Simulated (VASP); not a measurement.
Ti16Si31 (a cell with a defect), 47 atoms in the cell. The cell holds a defect, 47 atoms: a = 9.546 Å, b = 8.236 Å, c = 8.523 Å, α = 90.00°, β = 90.00°, γ = 90.00°. 

* Program: VASP 6.6.1
* Task: relaxation of the atoms
* Functional: PBE
* Potentials or basis: VASP PAW PBE potentials, release 64 (Ti_sv, Si)
* Cutoff: 520 eV
* k mesh: 3 × 3 × 3
* Occupations: methfessel-paxton, width 0.1 eV
* Spin: no spin polarisation
* Further INCAR settings: ALGO = Normal; EDIFF = 1e-06; IBRION = 2; EDIFFG = -0.02; NSW = 60

Potentials or basis: VASP PAW PBE potentials, release 64 (Ti_sv, Si).

The run is started by

```sh
$ cat potpaw_PBE.64/Ti_sv/POTCAR potpaw_PBE.64/Si/POTCAR > POTCAR
$ mpirun -np 8 vasp_std > vasp.out
```

Hardware: 8 MPI ranks on AMD EPYC 9R45 (Zen 5), with other jobs on the host.

Estimate the wall time of this run.

Wall time 37 min on 8 MPI ranks on AMD EPYC 9R45 (Zen 5) (shared host), peak memory 0.31 GiB a rank. Counts: scf iterations 118, k points 10, ion steps 12.
